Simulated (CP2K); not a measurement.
The system is Hf.

```
Hf
1.0
     3.19670    0.00000    0.00000
    -1.59835    2.76842    0.00000
     0.00000    0.00000    5.05780
Hf
2
Direct
  0.66667 0.33333 0.75000
  0.33333 0.66667 0.25000
```

Base run:

```yaml
Program: CP2K 2026.2
Functional: r2SCAN
Potentials_or_basis: POTENTIAL_UZH Hf GTH-PBE-q12; TZVP-MOLOPT-PBE-GTH basis
Density_cutoff: 9184 eV
k_mesh: 10 × 10 × 5
Occupations: fermi-dirac, width 0.05 eV
Spin: no spin polarisation
```

Its results: band gap on the k mesh none (metal or under the smearing width); pressure 2.1 GPa.

**Question.** After a change of settings the same cell gave: band gap on the k mesh none (metal or under the smearing width); pressure -2.9 GPa. Which change was it?
A. functional from r2SCAN to BLYP
B. functional from r2SCAN to PBEsol
C. functional from r2SCAN to OLYP
D. functional from r2SCAN to LDA

**Answer.** B.

Caveats: the potentials were made for another functional, which shifts forces and pressure; spin-orbit coupling is left out, which moves the levels of the heavy elements; the basis of atomic orbitals isn't converged, which shifts pressures, moduli and gaps.

Runs at the PBE level aren't shown here.
